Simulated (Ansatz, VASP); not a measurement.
**B (linear B chain): VASP beside Ansatz**

One calculation is typed for both programs; each brings its own data sets. How far apart do they land? The cell is taken from a series of runs on this material, whose earlier steps may have relaxed, scaled, displaced or heated it; both programs get it as it stands.

Calculated with Ansatz 0.2.0; plane waves, with VASP 6.6.1 beside it; single point at PBE.

## 1. Set-up

The cell holds 1 atom: 1 B. Its edges and angles: a = 7.500 Å, b = 7.500 Å, c = 2.014 Å, α = 90.0°, β = 90.0°, γ = 90.0°. Vacuum lies along a and b. The structure's axis is c.

Structure file:

```xyz
1
Lattice="7.5000 0.0000 0.0000 0.0000 7.5000 0.0000 0.0000 0.0000 2.0138" Properties=species:S:1:pos:R:3
B     3.7500    3.7500    0.0000
```

## 2. VASP: single point, PBE

With cell and atoms fixed, the geometry can't cause a difference; cores, projectors, grids and the points listed under the comparison can.

Lines of VASP's logs that name or quote its potential files are left out, and so is its time.

Contents of INCAR:

```
SYSTEM = B
PREC = Accurate
ENCUT = 500
EDIFF = 1E-06
NELM = 200
ISMEAR = -1
SIGMA = 0.05
LREAL = .FALSE.
ALGO = Normal
GGA = PE
NBANDS = 8
ISPIN = 2
MAGMOM = 0
LORBIT = 11
LWAVE = .FALSE.
LCHARG = .FALSE.
ISIF = 2
LASPH = .TRUE.
GGA_COMPAT = .FALSE.
```

Contents of POSCAR:

```
B
1.0
    7.5000000000      0.0000000000      0.0000000000
    0.0000000000      7.5000000000      0.0000000000
    0.0000000000      0.0000000000      2.0137618095
B
1
Direct
    0.5000000000      0.5000000000      0.0000000000
```

Contents of KPOINTS:

```
Automatic mesh
0
Gamma
1 1 40
0 0 0
```

The projector-augmented-wave data sets are B (PBE family, release 64).

Command:

```
$ mpirun -np 1 vasp_std
```

Numbers of over 12 decimals in the logs are rounded to 6 here.

The program printed:

```text
[banner, memory and clock lines left out]
running    1 mpi-ranks, on    1 nodes
 distrk:  each k-point on    1 cores,    1 groups
 distr:  one band on    1 cores,    1 groups

 POSCAR found type information on POSCAR B
 POSCAR found :  1 types and       1 ions
 LDA part: xc-table for (Slater+PW92), standard interpolation
 POSCAR, INCAR and KPOINTS ok, starting setup
 FFT: planning ... GRIDC
 FFT: planning ... GRID_SOFT
 FFT: planning ... GRID
 WAVECAR not read
 entering main loop
       N       E                     dE             d eps       ncg     rms          rms(c)
DAV:   1     0.646087625979E+01    0.64609E+01   -0.84835E+02   672   0.182E+02
DAV:   2    -0.293352659969E+01   -0.93944E+01   -0.83969E+01   904   0.320E+01
DAV:   3    -0.340082779086E+01   -0.46730E+00   -0.45347E+00   816   0.930E+00
DAV:   4    -0.340501213648E+01   -0.41843E-02   -0.41792E-02   992   0.946E-01
DAV:   5    -0.340502837830E+01   -0.16242E-04   -0.16242E-04   800   0.381E-02    0.196E+00
DAV:   6    -0.334614939316E+01    0.58879E-01   -0.38564E-02   880   0.620E-01    0.115E+00
DAV:   7    -0.331603024300E+01    0.30119E-01   -0.81385E-02   856   0.918E-01    0.107E-01
DAV:   8    -0.331636187155E+01   -0.33163E-03   -0.14111E-03   688   0.197E-01    0.259E-02
DAV:   9    -0.331636854360E+01   -0.66721E-05   -0.92656E-05   784   0.376E-02    0.132E-02
DAV:  10    -0.331657711446E+01   -0.20857E-03   -0.17255E-04   712   0.475E-02    0.956E-03
DAV:  11    -0.331658829357E+01   -0.11179E-04   -0.36570E-06   856   0.112E-02    0.554E-03
DAV:  12    -0.331662865094E+01   -0.40357E-04   -0.66760E-06   672   0.141E-02    0.403E-03
DAV:  13    -0.331664149119E+01   -0.12840E-04   -0.23199E-06   672   0.707E-03    0.123E-03
DAV:  14    -0.331664358381E+01   -0.20926E-05   -0.19909E-07   688   0.222E-03    0.564E-04
DAV:  15    -0.331664615140E+01   -0.25676E-05   -0.40108E-07   688   0.227E-03    0.209E-04
DAV:  16    -0.331664619876E+01   -0.47364E-07   -0.49915E-09   784   0.408E-04
   1 F= -.33166462E+01 E0= -.33122297E+01  d E =-.883296E-02  mag=    -0.0000
```

Parts of OUTCAR (step 2):

```text
ion  position               nearest neighbor table
   1  0.500  0.500  0.000-

  LATTYP: Found a simple tetragonal cell.
 ALAT       =     7.5000000000
 C/A-ratio  =     0.2685015746

 Subroutine GETGRP returns: Found 16 space group operations
 (whereof 16 operations were pure point group operations)

The static configuration has the point symmetry D_4h.

 Found     21 irreducible k-points:

   k-points           NKPTS =     21   k-points in BZ     NKDIM =     21   number of bands    NBANDS=      8

   dimension x,y,z NGX =    56 NGY =   56 NGZ =   16
   dimension x,y,z NGXF=   112 NGYF=  112 NGZF=   32

   ENCUT  =  500.0 eV  36.75 Ry    6.06 a.u.  13.67 13.67  3.67*2*pi/ulx,y,z

   NELECT =       3.0000    total number of electrons

 k-points in reciprocal lattice and weights: Automatic mesh
   0.00000000  0.00000000  0.00000000       0.025
   0.00000000  0.00000000  0.02500000       0.050
   0.00000000  0.00000000  0.05000000       0.050
   0.00000000  0.00000000  0.07500000       0.050
   0.00000000  0.00000000  0.10000000       0.050
   0.00000000  0.00000000  0.12500000       0.050
   0.00000000  0.00000000  0.15000000       0.050
   0.00000000  0.00000000  0.17500000       0.050
   0.00000000  0.00000000  0.20000000       0.050
[...]
0.00000000  0.00000000  0.47500000       0.050
   0.00000000  0.00000000  0.50000000       0.025

 average (electrostatic) potential at core
       1 -38.5344

 E-fermi :  -4.3523

 spin component 1
 k-point     1 :       0.0000    0.0000    0.0000
  band No.  band energies     occupation
      1     -11.8696      1.00000
      2      -4.8669      0.99997
      3      -4.8669      0.99997
      4      -0.1520      0.00000
      5       1.6678      0.00000
      6       2.7570      0.00000
      7       2.7570      0.00000
      8       3.3386      0.00000

 k-point     2 :       0.0000    0.0000    0.0250
  band No.  band energies     occupation
      1     -11.8529      1.00000
      2      -4.8463      0.99995
      3      -4.8463      0.99995
      4      -0.1299      0.00000
      5       1.6910      0.00000
      6       2.7794      0.00000
      7       2.7794      0.00000
      8       3.3617      0.00000

 k-point     3 :       0.0000    0.0000    0.0500
  band No.  band energies     occupation
      1     -11.8029      1.00000
      2      -4.7845      0.99982
      3      -4.7845      0.99982
      4      -0.0637      0.00000
      5       1.7605      0.00000
      6       2.8466      0.00000
      7       2.8466      0.00000
      8       3.4312      0.00000

 k-point     4 :       0.0000    0.0000    0.0750
  band No.  band energies     occupation
      1     -11.7196      1.00000
      2      -4.6818      0.99863
      3      -4.6818      0.99863
      4       0.0464      0.00000
      5       1.8764      0.00000
      6       2.9585      0.00000
      7       2.9585      0.00000
      8       3.5471      0.00000

 k-point     5 :       0.0000    0.0000    0.1000
  band No.  band energies     occupation
      1     -11.6032      1.00000
      2      -4.5385      0.97639
      3      -4.5385      0.97639
      4       0.2000      0.00000
      5       2.0387      0.00000
      6       3.1149      0.00000
      7       3.1149      0.00000
      8       3.7092      0.00000

 k-point     6 :       0.0000    0.0000    0.1250
  band No.  band energies     occupation
      1     -11.4541      1.00000
      2      -4.3549      0.51303
      3      -4.3549      0.51303
      4       0.3965      0.00000
      5       2.2473      0.00000
      6       3.3157      0.00000
      7       3.3157      0.00000
      8       3.9177      0.00000

  Total        0.0488297      0.0488297    -10.3016067      0.0000000      0.0000000     -0.0000000
  in kB        0.6906589      0.6906589   -145.7085107      0.0000000      0.0000000     -0.0000000
  external PRESSURE =     -48.1090643 kB  Pullay stress =       0.0000000 kB

  energy-cutoff  :      500.00
  volume of cell :      113.27
      direct lattice vectors                 reciprocal lattice vectors
     7.500000000  0.000000000  0.000000000     0.133333333  0.000000000  0.000000000
     0.000000000  7.500000000  0.000000000     0.000000000  0.133333333  0.000000000
     0.000000000  0.000000000  2.013761810     0.000000000  0.000000000  0.496583059

 POSITION                                       TOTAL-FORCE (eV/Angst)
 -----------------------------------------------------------------------------------
      3.75000      3.75000      0.00000         0.000000      0.000000      0.000000
 -----------------------------------------------------------------------------------
    total drift:                                0.000000      0.000000      0.000000

  FREE ENERGIE OF THE ION-ELECTRON SYSTEM (eV)
  ---------------------------------------------------
  free  energy   TOTEN  =        -3.3166461988 eV

  energy  without entropy=       -3.3078132395  energy(sigma->0) =       -3.31222972

 total charge
# of ion       s       p       d       tot
------------------------------------------
    1        0.679   0.722   0.000   1.401

 magnetization (x)
# of ion       s       p       d       tot
------------------------------------------
    1       -0.000  -0.000   0.000  -0.000

[... 6 further parts left out ...]
```

This run allows spin, but its moments start at zero, where symmetry between the spins tends to hold them. Its electron count is odd, so without a moment it is a metal by construction.

## 3. Ansatz: single point, PBE

Ansatz runs on its default PAW (the set named soft_2) files.

The same cell, functional, mesh and smearing now go to Ansatz, which takes its cutoff from its data sets.

Contents of input.yaml:

```yaml
crystal:
  lattice:
    - [7.5, 0.0, 0.0]
    - [0.0, 7.5, 0.0]
    - [0.0, 0.0, 2.0137618095]
  atoms:
    - { symbol: B, position: [0.5, 0.5, 0.0], spin: 0.3 }
magnetization:
  spin_polarized: true
kpoints:
  mp_grid: { grid: [1, 1, 40] }
scf:
  occupations: { method: fermi_dirac, width: 0.05 }
hamiltonian:
  xc: pbe
output:
  transmission:
    e_range: [-2, 2]
    de: 0.035
    kmesh: [1, 1]
    reduced_basis: true
    leads: [[0, 0]]
  stress: true
```

Command:

```
$ ansatz run input.yaml --threads 4 --pin off --max-ram 8192MiB --backend cpu --events-out ev --progress --plain --runs-dir out
```

The program printed:

```text
Engine: ansatz 0.2.0, aarch64-unknown-linux-gnu
Pseudopotentials: kind: paw
Pseudopotential: B, paw, valence charge 3, recommended cutoff 420 eV (normal), B.paw.azcp
Functional definition: PBE
  parameter kappa = 0.804
  parameter beta = 0.066725
  exchange = pbe_x(kappa = kappa, mu = beta*pi^2/3)
  correlation = pbe_c(beta = beta)
Crystal: 1 atoms, lattice volume = 113.274 Å³
Basis set: ecut = 420 eV, 2223 PW (Γ)
Bands: 6, of which v1, the nominal top of the filled ones, is band 2 counted from 1 (1 counted from 0)
Symmetry: 16 space group operations
Space group: P4/mmm (ITA 123), of the structure as read, at distance tolerance 4.8e-5 Å
Magnetic group: BNS 123.339 (UNI 999), of the structure as read, at distance tolerance 4.8e-5 Å
k-points: 21 of 40
Non-local potential: B, projectors of the file, l = 0: 2, l = 1: 2, l = 2: 1
PAW form: soft (Blöchl's): semilocal exchange-correlation on the pseudo side does not see the compensation charge
PAW one-centre angular grid: B, 110 points (default); XC on 64 Gauss nodes
Initial density: superposition of atomic densities (neutral atoms: chi_scale 0, normalization atom)
Starting moments: Σ|m| = 0.3 μB on 1 of 1 site
Initial wavefunctions: pseudopotential atomic-orbital guess
Functional: x = pbe(κ = 0.804, μ = 0.219515), c = pbe(β = 0.066725)
SCF iter   1: F=—  HF=-152.599661 eV  |F-HF|=—  |Δ(HF+E_count)|=         —  Δρ=9.91e-3 (↑7.76e-3 ↓9.91e-3)  dr2=3.05e-1  dr2_m=5.11e-3  M=0.179 μB ∫|m|=0.179 μB  β_m=0.30  ethr=3.10e-3  ⟨swp⟩=6.8  Hψ=2185  notcnv=0
preconditioner: auto → LDOS  [metal: Δε(μ)=0.040 eV  Ē_g=9.832 eV  σ=0.050 eV  W_gap=0.20  n_scr=8 (ndim 8)  ℏωp=6.0 eV  f_vac=0.590  D(μ)=1.16/eV (n_scr^D=8)]
spin=Collinear: LDOS preconditioning applied to the charge; magnetization (m = ρ↑ − ρ↓) channel mixes plain (no charge-response kernel on spin).
SCF iter   2: F=—  HF=-152.557449 eV  |F-HF|=—  |Δ(HF+E_count)|=   4.22e-2  Δρ=6.90e-3 (↑5.31e-3 ↓6.90e-3)  dr2=1.49e-1  dr2_m=3.26e-3  M=0.162 μB ∫|m|=0.162 μB  β_m=0.30  ethr=3.10e-3  ⟨swp⟩=1.9  Hψ=658  notcnv=0  defer=13
spin-set hold released at iteration 2 (site moments show no strong build): the magnetisation degrees of freedom join the quasi-Newton model from the next iteration; the mixer history was kept
SCF iter   3: F=—  HF=-152.514620 eV  |F-HF|=—  |Δ(HF+E_count)|=   4.28e-2  Δρ=1.98e-3 (↑1.98e-3 ↓1.48e-3)  dr2=2.80e-3  dr2_m=2.03e-3  M=0.144 μB ∫|m|=0.145 μB  β_m=0.30  ethr=3.10e-3  ⟨swp⟩=2.8  Hψ=470  notcnv=0  defer=13
SCF iter   4: F=—  HF=-152.518411 eV  |F-HF|=—  |Δ(HF+E_count)|=   3.79e-3  Δρ=1.34e-3 (↑1.34e-3 ↓1.19e-3)  dr2=1.60e-3  dr2_m=1.09e-3  M=0.131 μB ∫|m|=0.132 μB  β_m=0.65  ethr=9.35e-5  ⟨swp⟩=2.1  Hψ=369  notcnv=0  defer=16
SCF iter   5: F=—  HF=-152.524438 eV  |F-HF|=—  |Δ(HF+E_count)|=   6.03e-3  Δρ=2.88e-4 (↑2.71e-4 ↓2.88e-4)  dr2=8.41e-5  dr2_m=7.33e-5  M=0.084 μB ∫|m|=0.087 μB  β_m=0.82  ethr=5.34e-5  ⟨swp⟩=2.3  Hψ=472  notcnv=0  defer=16
SCF iter   6: F=—  HF=-152.524812 eV  |F-HF|=—  |Δ(HF+E_count)|=   3.74e-4  Δρ=1.72e-4 (↑1.57e-4 ↓1.72e-4)  dr2=5.05e-6  dr2_m=2.74e-5  M=0.068 μB ∫|m|=0.070 μB  β_m=0.91  ethr=2.80e-6  ⟨swp⟩=2.0  Hψ=374  notcnv=0  defer=16
SCF iter   7: F=—  HF=-152.524999 eV  |F-HF|=—  |Δ(HF+E_count)|=   1.87e-4  Δρ=1.01e-4 (↑1.01e-4 ↓9.92e-5)  dr2=3.09e-6  dr2_m=9.89e-6  M=0.051 μB ∫|m|=0.052 μB  β_m=0.96  ethr=1.68e-7  ⟨swp⟩=2.7  Hψ=372  notcnv=0  defer=16
SCF iter   8: F=—  HF=-152.525121 eV  |F-HF|=—  |Δ(HF+E_count)|=   1.21e-4  Δρ=5.24e-5 (↑5.24e-5 ↓3.24e-5)  dr2=1.61e-6  dr2_m=1.79e-6  M=0.028 μB ∫|m|=0.028 μB  β_m=0.98  ethr=1.03e-7  ⟨swp⟩=3.2  Hψ=396  notcnv=0  defer=16
SCF iter   9: F=—  HF=-152.525156 eV  |F-HF|=—  |Δ(HF+E_count)|=   3.58e-5  Δρ=1.14e-5 (↑1.14e-5 ↓9.35e-6)  dr2=5.29e-8  dr2_m=1.02e-7  M=0.008 μB ∫|m|=0.008 μB  β_m=0.99  ethr=3.33e-9  ⟨swp⟩=5.1  Hψ=1764  notcnv=0
SCF iter  10: F=—  HF=-152.525159 eV  |F-HF|=—  |Δ(HF+E_count)|=   2.70e-6  Δρ=2.94e-6 (↑2.94e-6 ↓2.65e-6)  dr2=7.78e-10  dr2_m=7.93e-9  M=0.002 μB ∫|m|=0.002 μB  β_m=0.99  ethr=1.76e-9  ⟨swp⟩=7.0  Hψ=1574  notcnv=0
SCF iter  11: F=—  HF=-152.525159 eV  |F-HF|=—  |Δ(HF+E_count)|=   1.89e-7  Δρ=6.66e-7 (↑6.32e-7 ↓6.66e-7)  dr2=1.12e-11  dr2_m=4.34e-10  M=0.000 μB ∫|m|=0.000 μB  β_m=1.00  ethr=2.59e-11  ⟨swp⟩=5.1  Hψ=1290  notcnv=0
SCF iter  12: F=—  HF=-152.525159 eV  |F-HF|=—  |Δ(HF+E_count)|=   1.02e-8  Δρ=1.38e-7 (↑1.33e-7 ↓1.38e-7)  dr2=1.52e-13  dr2_m=1.90e-11  M=0.000 μB ∫|m|=0.000 μB  β_m=1.00  ethr=1.00e-12  ⟨swp⟩=3.7  Hψ=524  notcnv=0
SCF iter  13: F=-152.525159 eV  HF=-152.525159 eV  |F-HF|=2.56e-13  |Δ(HF+E_count)|=  4.70e-10  Δρ=9.89e-9 (↑8.22e-9 ↓9.89e-9)  dr2=2.28e-14  dr2_m=8.16e-14  M=0.000 μB ∫|m|=0.000 μB  ethr=1.00e-12  ⟨swp⟩=3.0  Hψ=492  notcnv=0
SCF 1 converged in 13 iterations: F = -152.525159 eV  dr2 = 2.28e-14
  greatest PAW one-centre occupation: 0.498 electrons in one spin orbital (limit 2), on the B atom at site 0 (counted from 0), in its partial waves of l = 0
WARN: the starting moments were not kept: the SCF closed with an absolute magnetisation of 7.1e-6 μB, where they sum to 0.3 μB in size (1 site). That is at most 0.1 of that sum. Measured as dr2_m measures the in/out step, that magnetisation stands 9.6e-12 eV from none, at or under the dr2_threshold of 1.0e-7 eV: it is no larger than a step whose dr2_m would equal this threshold. The system may hold no moment; this SC [...]
transmission: 6 of 36 steps passed
transmission: 9 of 36 steps passed
[...]
transmission: 36 of 36 steps passed
SCF converged after 13 iterations
Magnetization: 0.0000 μB (1.5000 up, 1.5000 down)
Absolute magnetization: 0.0000 μB (∫|ρ↑−ρ↓|, with the PAW one-centre terms)
Spin contamination: 0.0000 ħ² per cell (⟨S²⟩ above its minimum at these occupations)
Per-site moments (μB) at R_I (Å): [(2.601324593914997e-6, 0.830677)]
Free energy (F): -152.525159 eV
Harris-Foulkes:  -152.525159 eV  (|F-HF|=2.56e-13)
Internal energy: -152.516325 eV  (E = F + TS)
E sigma→0 (E₀):  -152.520742 eV
Entropy (-TS):   -0.008834 eV (-8.834 meV/atom)
Fermi energy:    -4.149555 eV
--- Per-component energies (eV) ---
  E_band       = -23.761445
  E_kinetic    = 35.243736
  E_local      = -138.037185  (includes V_loc(G=0)·N_el)
  E_nonlocal   = 12.356550
  E_hartree    = 49.858309
  E_xc         = -26.577032
  E_vxc        = -30.733395  (∫ρ·V_xc dr)
  E_paw        = -78.180811  (= ΣΔE_a)
  E_vpaw       = -2.307767  (= ΣTr[D̂ρ^β])
  E_aug_tail   = -0.000002  (compensation charges beyond the density's cutoff)
  E_ewald      = -7.179891
  E_smearing   = -0.008834  (= −TS)
  E_closure    = 0.000000  (closes the sum)
  Σ components = -152.525159   (vs F -152.525159, Δ=0.00e0)
--- Stress (GPa, compression-positive) ---
        0.071788       0.000000       0.000000
        0.000000       0.071788       0.000000
        0.000000       0.000000     -14.570336
  P = ⅓ Tr σ = -4.8089 GPa (-48.089 kbar)
--- Band table (eV; the first three rows and the last of 42) ---
  k-point 0 ↑: bands = ["-11.6681", "-4.6641", "-4.6641", "0.0481", "1.8689", "2.9580"]
  k-point 1 ↑: bands = ["-11.6514", "-4.6434", "-4.6434", "0.0702", "1.8920", "2.9804"]
  k-point 2 ↑: bands = ["-11.6013", "-4.5817", "-4.5817", "0.1364", "1.9616", "3.0476"]
  k-point 20 ↓: bands = ["-6.5720", "-3.0102", "0.9884", "0.9884", "7.9834", "7.9834"]
--- Transmission ---
  basis      : 497 plane waves across, 3 finite elements along
  points     : 1, standing for a mesh of 1 x 1
  filling    : by the input's occupations and mesh, since the crystals that have channels conduct as metals do. If one of these is a semiconductor, that mesh has misplaced its level
  energies   : 115 from -2.000000 to 1.990000 eV about the Fermi level, 0.035000 eV apart; the leads are filled to 0.000000 eV, and channels, transmission and decay are at -0.005000 eV
  crystal 0  : B1, at the sites [0, 0], period 2.0138 Å: whole cells are its period
    offset         : up to 0.0000 Å between an atom of the period and one for which it stands
    filled         : 2.0 meV over the level at which it is neutral
    channels       : 2.000000e0 up, 2.000000e0 down
    conductance    : 2.7549e14 S/m² at 300 K; may be off by some 0.0 % by where its bands' edges are placed, 0.0 % from the distance to neutral
```

## 4. Differences

Known differences besides the potentials themselves: the cutoff is 420 eV in Ansatz and 500 eV in VASP. Total energies have different zeros and are not compared.

The two programs side by side:

```
      quantity  Ansatz   VASP  difference
pressure (GPa)   -4.81  -4.81        0.00
```

## 5. Outcome

| Quantity | Value |
| --- | --- |
| difference in pressure (single point, PBE) | 0.0020 GPa |

In words: The difference in pressure is 0.0020 GPa (single point, PBE), within the 1 GPa picked in this series as the mark of a large difference. How closely two codes agree says nothing of how well the functional describes the real material.

[Lines on the potential files, build, host, timing and source positions are cut from VASP's logs without a mark.]

[Logs are printed without paths, hosts, clocks, repeated set-up lines and the standing remarks that a program may print on its own settings, such as how far it seeks lower states.]

[Hosts, paths, dates, database ids (printed as entryN), source tags and the programs' standing remarks are cut or masked in the printed files.]
